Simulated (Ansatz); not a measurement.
# Co in Ansatz: reference runs

Aim: a first look at Co with PBE, on the cell as given.

Program: Ansatz 0.2.0. These are calculated values, not measurements. Logs are shortened: lines on timing, memory, paths and dates and some standing lists are left out, and cuts for length are marked.

### 1 The cell of the first run

The cell holds a slab with vacuum, 6 atoms: a = 2.487 Å, b = 2.487 Å, c = 25.238 Å, α = 90.00°, β = 90.00°, γ = 120.00°.

### 2 Single point, PBE, collinear spin, ferromagnetic start (the (0 0 1) slab of Co, cut from the database cell, not relaxed)

input.yaml

```yaml
crystal:
  lattice:
    - [2.4873648738, 0.0, 0.0]
    - [-1.2436824369, 2.1541211692, 0.0]
    - [0.0, 0.0, 25.2383599541]
  atoms:
    - { symbol: Co, position: [0.33333333, 0.66666666, 0.2971666944], spin: 2.0 }
    - { symbol: Co, position: [0.66666667, 0.33333334, 0.3808401562], spin: 2.0 }
    - { symbol: Co, position: [0.33333333, 0.66666666, 0.4581632691], spin: 2.0 }
    - { symbol: Co, position: [0.66666667, 0.33333334, 0.5418367309], spin: 2.0 }
    - { symbol: Co, position: [0.33333333, 0.66666666, 0.6191598438], spin: 2.0 }
    - { symbol: Co, position: [0.66666667, 0.33333334, 0.7028333056], spin: 2.0 }
hamiltonian:
  xc: pbe
  pseudopotentials: { kind: paw }
magnetization:
  spin_polarized: true
kpoints:
  mp_grid: { grid: [12, 12, 1] }
scf:
  occupations: { method: fermi_dirac, width: 0.05 }
output:
  forces: true
  eigenvalues: true
  write_density: true
  write_potential: true
  elf: true
  volumetric_format: npy
efield:
  axis: 3
  dipole_correction: true
  ramp_width: 0.04
```

Potentials or basis: Ansatz PAW.

Launch:

```sh
> ansatz run input.yaml --threads 4 --pin off --max-ram 11264MiB --backend cpu --events-out ev --progress --plain --runs-dir out
```

Output:

```text
Warning: RAYON_NUM_THREADS=4 ignored (pool sized by the plan → 4); use --threads N
Engine: ansatz 0.2.0, aarch64-unknown-linux-gnu
Pseudopotentials: kind: paw
Pseudopotential: Co, paw, valence charge 17, recommended cutoff 420 eV (normal), Co.paw.azcp
Functional definition: PBE
  parameter kappa = 0.804
  parameter beta = 0.06672455060314922
  exchange = pbe_x(kappa = kappa, mu = beta*pi^2/3)
  correlation = pbe_c(beta = beta)
Crystal: 6 atoms, lattice volume = 135.229 Å³
Basis set: ecut = 420 eV, 2539 PW (Γ), exchange–correlation on 36×36×360 points (8 copies of the dense FFT grid, shifted against one another)
Bands: 69, of which v1, the nominal top of the filled ones, is band 51 counted from 1 (50 counted from 0)
Symmetry: 6 space group operations
k-points: 19 of 144 (time reversal used)
Non-local potential: Co, projectors of the file, l = 0: 3, l = 1: 2, l = 2: 3, l = 3: 1
PAW form: soft (Blöchl's): semilocal exchange-correlation on the pseudo side does not see the compensation charge
PAW one-centre angular grid: Co, 590 points (default); XC on 64 Gauss nodes
Initial density: superposition of atomic densities (neutral atoms: chi_scale 0, normalization atom)
Starting moments: Σ|m| = 12 μB on 6 of 6 sites
Initial wavefunctions: pseudopotential atomic-orbital guess
Functional: x = pbe(κ = 0.804, μ = 0.2195149727645171), c = pbe(β = 0.06672455060314922)
SCF iter   1: F=—  HF=-30752.914179 eV  |F-HF|=—  |Δ(HF+E_count)|=         —  Δρ=5.42e-2 (↑2.72e-2 ↓5.42e-2)  dr2=1.05e1  dr2_m=6.21e-1  M=10.993 μB ∫|m|=11.371 μB  β_m=1.00  ethr=3.10e-3  p=0.000 e·Å  D=4.96e-14 V/Å  ΔV_dip=-0.00 eV  dr2_dipole=4.57e-7  V_vac-E_F(+/−)=7.51/7.51 eV  ⟨swp⟩=9.6  Hψ=12743  notcnv=0  defer=42
Mixer restart at iter 1: flushing history
efield: sawtooth ramp at fractional position 0.9800 (placed from the atoms, in the widest stretch of the axis that holds none; the zero of the levels goes with the place), width 0.0400; the density the first Hamiltonian is built on has a dipole p = 0.000 e·Å; the dipole correction subtracts the counter field D = 4.96e-14 V/Å, which shifts the + side's vacuum level by -0.00 eV against the − side's; the planar-averaged density in the ramp window peaks in size at 1.0e-5 e/Å³
preconditioner: auto → LDOS  [metal: Δε(μ)=0.007 eV  Ē_g=7.981 eV  σ=0.050 eV  W_gap=0.04  n_scr=20 (ndim 8)  ℏωp=23.5 eV  f_vac=0.466  D(μ)=7.42/eV (n_scr^D=78)]
spin=Collinear: LDOS preconditioning applied to the charge; magnetization (m = ρ↑ − ρ↓) channel mixes plain (no charge-response kernel on spin).
SCF iter   2: F=—  HF=-30751.709794 eV  |F-HF|=—  |Δ(HF+E_count)|=    1.20e0  Δρ=1.68e-2 (↑1.68e-2 ↓9.64e-3)  dr2=6.33e-1  dr2_m=1.44e-1  M=10.854 μB ∫|m|=11.707 μB  β_m=0.31  ethr=3.10e-3  p=-0.000 e·Å  D=-3.35e-5 V/Å  ΔV_dip=0.00 eV  dr2_dipole=4.95e-7  V_vac-E_F(+/−)=6.66/6.66 eV  ⟨swp⟩=2.6  Hψ=4523  notcnv=0  defer=197
density mixer auto → msr1: a metal under ldos (density of states about μ 2.92 of a free-electron gas's, 20 screened modes)
[... 12 lines left out ...]
SCF 1 converged in 14 iterations: F = -30755.317154 eV  dr2 = 4.62e-8
WARN: The output density's exchange-correlation potential varies sharply where the density is thin. Do not read a vacuum level from v_tot or v_xc, or from such a field of the output density. On a cell that repeats whose density bears no net charge and no dipole along the vacuum's axis use v_es (v_loc + v_h of the components); under efield.dipole_correction with no amplitude use v_es + v_field, which holds any external_charges[].barrier, or the levels of the report's work_function block, which leave it out; under a non-zero efield.amplitude the vacuum is tilted and has no level; on a cell that repeats and bears such a dipole with no correction it is tilted too, and efield.dipole_correction with no amplitude gives each side of its ramp a level where efield: is served; in a cell that repeats whose density bears a net charge (total_charge, or a fill off its count) it is curved and has none; of a slab under crystal.periodic whose density bears no net charge use v_es, which has a level on each side, short of where the two are joined; of another it falls or rises all the way out and has none; of a slab beside external_charges read slab_vacuum_level instead, which it has where they leave it neutral. The grid or the basis barely resolves most such structure, and the values can differ between equally converged runs; as a rule a tighter scf.convergence.dr2_threshold does not remove it. Where the density itself ripples (under the LDA too) a higher basis.ecutwfc lessens it. The files hold the spikes' plane waves up to the density's cutoff. Files: v_tot_of_output_density and the like, and their columns of v_z.tsv (output.write_potential); v_xc_of_output_density and the like, and their columns of v_comp_z.tsv (output.write_potential_components). Measured: with its Gaussian average of σ = 0.25 Å subtracted twice, the exchange-correlation potential is over 0.1 eV at 1006 of the grid points where the equally averaged density (valence and model cores) is under 1e-3 e/Å³, and 1.06 eV at the most among them, at an averaged density of 3.7e-8 e/Å³. The input density's (outcome.potential() and, of a run that writes arrays, v_tot and v_xc) is over 0.1 eV, so measured, at 59 points of its own thin density, 0.498 eV at the most. See output.write_potential in the manual, Limitations
SCF converged after 14 iterations
Magnetization: 10.0834 μB (56.0417 up, 45.9583 down)
Absolute magnetization: 11.1007 μB (∫|ρ↑−ρ↓|, with the PAW one-centre terms)
Spin contamination: 0.2055 ħ² per cell (⟨S²⟩ above its minimum at these occupations)
Per-site moments (μB) at R_I (Å): [(1.8194246681673676, 1.0260380104444353), (1.7410569710116537, 0.9994691688494489), (1.707218058883331, 0.9994691688494489), (1.707215422386814, 0.9994691688494495), (1.7410501866283576, 0.9994691688494495), (1.8194174645863361, 1.0260380104444353)]
Free energy (F): -30755.317154 eV
Harris-Foulkes:  -30755.317154 eV  (|F-HF|=4.53e-8)
Internal energy: -30755.252194 eV  (E = F + TS)
E sigma→0 (E₀):  -30755.284674 eV
Entropy (-TS):   -0.064960 eV (-10.827 meV/atom)
Fermi energy:    6.505245 eV
Dipole field:    D = -0.000068 V/Å  (p = -0.000051 e·Å, saw-weighted, corrected)
Work function:   Φ+ = 5.0300 eV   Φ− = 5.0283 eV
Levels:          The Fermi level and band energies are counted from a zero that moves with the ramp; work functions are not
--- Per-component energies (eV) ---
  E_band       = -2704.231437
  E_kinetic    = 2716.137714
  E_local      = -217279.800008  (includes V_loc(G=0)·N_el)
  E_nonlocal   = 2729.790724
  E_hartree    = 106646.057642
  E_xc         = -950.266792
  E_vxc        = -1225.920836  (∫ρ·V_xc dr)
  E_paw        = -9094.058203  (= ΣΔE_a)
  E_vpaw       = -2936.536070  (= ΣTr[D̂ρ^β])
  E_aug_tail   = 0.000484  (compensation charges beyond the density's cutoff)
  E_efield     = 0.000000  (sawtooth field / dipole correction)
  E_vefield    = 0.000000  (∫n·V_field dr)
  E_ewald      = 84476.886245
  E_smearing   = -0.064960  (= −TS)
  E_closure    = 0.000000  (closes the sum)
  Σ components = -30755.317154   (vs F -30755.317154, Δ=0.00e0)
--- Forces (eV/Å), atoms counted from 1 ---
  atom   1  Co     0.00000000     0.00000000     0.59296886
  atom   2  Co    -0.00000000    -0.00000000    -0.92091664
  atom   3  Co     0.00000000     0.00000000     0.70190838
  atom   4  Co    -0.00000000    -0.00000000    -0.70192185
  atom   5  Co     0.00000000    -0.00000000     0.92092560
  atom   6  Co    -0.00000000     0.00000000    -0.59294784
  max |Σ_I F_I| component: 1.65e-5 eV/Å
--- Band table (eV; the first three rows and the last of 38) ---
  k-point 0 ↑: bands = ["-89.6293", "-89.6279", "-89.5655", "-89.5546", "-89.5531", "-89.5464", "-53.0178", "-52.9957", "-52.9017", "-52.8769", "-52.7793", "-52.7343", "-52.7343", "-52.7329", "-52.7329", "-52.7028", "-52.6838", "-52.6838", "-52.6696", "-52.6696", "-52.6311", "-52.6311", "-52.6311", "-52.6311", "-2.3033", "-1.6428", "-0.5288", "0.4209", "1.0963", "1.2640", "3.3790", "3.5367", "3.7384", "3.7660", "3.7660", "3.7987", "3.7987", "3.8368", "3.8709", "3.8709", "3.9888", "3.9888", "4.1304", "4.1304", "4.1715", "4.1715", "4.5860", "4.6526", "4.6526", "4.8774", "4.8774", "5.1975", "5.1975", "5.3179", "5.3179", "5.5200", "5.5200", "5.6141", "5.6141", "5.9184", "6.4402", "11.1639", "11.2981", "12.4891", "13.2031", "14.6844", "15.0885", "17.5335", "17.6671"]
  k-point 1 ↑: bands = ["-89.6265", "-89.6252", "-89.5631", "-89.5523", "-89.5509", "-89.5446", "-53.0119", "-52.9914", "-52.9006", "-52.8771", "-52.7852", "-52.7523", "-52.7445", "-52.7389", "-52.7373", "-52.7053", "-52.6958", "-52.6876", "-52.6839", "-52.6727", "-52.6470", "-52.6468", "-52.6350", "-52.6350", "-2.0612", "-1.4087", "-0.3066", "0.6332", "1.2865", "1.4248", "3.3140", "3.4679", "3.5851", "3.6502", "3.7357", "3.7931", "3.8620", "3.8761", "3.8982", "3.9672", "4.0000", "4.0115", "4.0761", "4.1111", "4.2317", "4.2751", "4.3396", "4.5712", "4.6068", "4.7769", "4.8463", "4.9200", "5.0568", "5.1766", "5.3097", "5.4578", "5.5291", "5.6370", "5.8217", "6.6456", "7.2958", "11.3893", "11.4992", "12.7061", "13.3457", "14.8788", "15.2732", "17.7322", "17.8677"]
  k-point 2 ↑: bands = ["-89.6188", "-89.6177", "-89.5565", "-89.5458", "-89.5447", "-89.5397", "-52.9953", "-52.9801", "-52.9000", "-52.8800", "-52.8098", "-52.7960", "-52.7703", "-52.7514", "-52.7493", "-52.7389", "-52.7192", "-52.7074", "-52.6981", "-52.6893", "-52.6866", "-52.6815", "-52.6455", "-52.6455", "-1.3638", "-0.7435", "0.3049", "1.1938", "1.7796", "1.8285", "3.0999", "3.1754", "3.2907", "3.4974", "3.5222", "3.5840", "3.7228", "3.8663", "3.9334", "4.0797", "4.0890", "4.1075", "4.1359", "4.2194", "4.2744", "4.3064", "4.4468", "4.4944", "4.5638", "4.6081", "4.7405", "4.8162", "5.0779", "5.1349", "5.2930", "5.5481", "5.6852", "5.7331", "6.5212", "7.7304", "8.6916", "12.0659", "12.0846", "13.3570", "13.7902", "15.4818", "15.8306", "18.3284", "18.4644"]
  k-point 18 ↓: bands = ["-87.4556", "-87.4556", "-87.4344", "-87.4343", "-87.3237", "-87.3237", "-50.8907", "-50.8907", "-50.8739", "-50.8653", "-50.8653", "-50.8603", "-50.8046", "-50.7820", "-50.7634", "-50.7634", "-50.7191", "-50.7190", "-50.7116", "-50.7116", "-50.6920", "-50.6920", "-50.6155", "-50.6155", "3.5076", "3.6324", "3.6683", "3.6683", "3.8242", "3.8242", "3.8893", "3.9741", "4.0550", "4.4180", "4.4180", "4.8494", "4.8494", "5.0269", "5.0269", "5.3509", "5.3525", "5.5190", "5.5190", "6.1260", "6.2471", "6.3419", "6.9382", "7.1993", "7.1993", "7.3825", "7.4473", "7.4473", "7.5431", "7.5431", "12.0175", "12.5911", "12.5911", "12.7027", "12.7136", "12.7136", "13.1498", "13.1498", "13.7270", "14.8053", "16.1294", "16.1294", "16.2507", "17.2558", "17.2558"]
```

Run time: 21 s. Hardware: 4 threads of Arm Neoverse V2, shared host; peak memory 0.66 GiB.

What came out:

- Free energy: -30755.3172 eV
- Largest force: 0.921 eV/Å
- Band gap on the k mesh: none (metal or under the smearing width)
- Net moment: 10.08 μB per cell
- Absolute moment: 11.10 μB per cell
- Site moments: Co +1.82, +1.74, +1.71 μB
- Work function of the upper face: 5.03 eV
- Work function of the lower face: 5.03 eV
- Dipole across the slab: 0.000 e·Å

Forces in eV/Å, atoms in the order of the input:
```
Co   0.000  0.000  0.593
Co   0.000  0.000 -0.921
Co   0.000  0.000  0.702
Co   0.000  0.000 -0.702
Co   0.000  0.000  0.921
Co   0.000  0.000 -0.593
```
